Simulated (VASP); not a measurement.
# SnSe: an input that fails (relaxed cell and band gap)

SnSe, Fm-3m (no. 225), 2 atoms in the cell.

INCAR:
```
SYSTEM = SnSe
PREC = Accurate
ENCUT = 600
EDIFF = 1E-7
ISMEAR = 0
SIGMA = 0.02
LREAL = .False.
LASPH = .True.
GGA_COMPAT = .False.
ALGO = Normal
NELM = 80
ISIF = 3
LWAVE = .False.
LCHARG = .False.
XC = PBE_X LYP_C
IBRION = 2
EDIFFG = -0.005
NSW = 20
```

KPOINTS:
```
k-points
0
Gamma
  6 6 6
```

POSCAR:
```
SnSe
1.0
    0.0000000000      3.0100000000      3.0100000000
    3.0100000000      0.0000000000      3.0100000000
    3.0100000000      3.0100000000      0.0000000000
Sn Se
1 1
Direct
    0.0000000000      0.0000000000      0.0000000000
    0.5000000000      0.5000000000      0.5000000000
```

Commands:
```
cat potpaw_PBE.64/Sn_d/POTCAR potpaw_PBE.64/Se/POTCAR > POTCAR
mpirun -np 1 vasp_std > vasp.out
```

VASP stops with:
```
Error: One of the selected functionals does not exist. ---->  I REFUSE TO CONTINUE WITH THIS SICK JOB ... BYE!!! <----
```

Cause: unknown component.
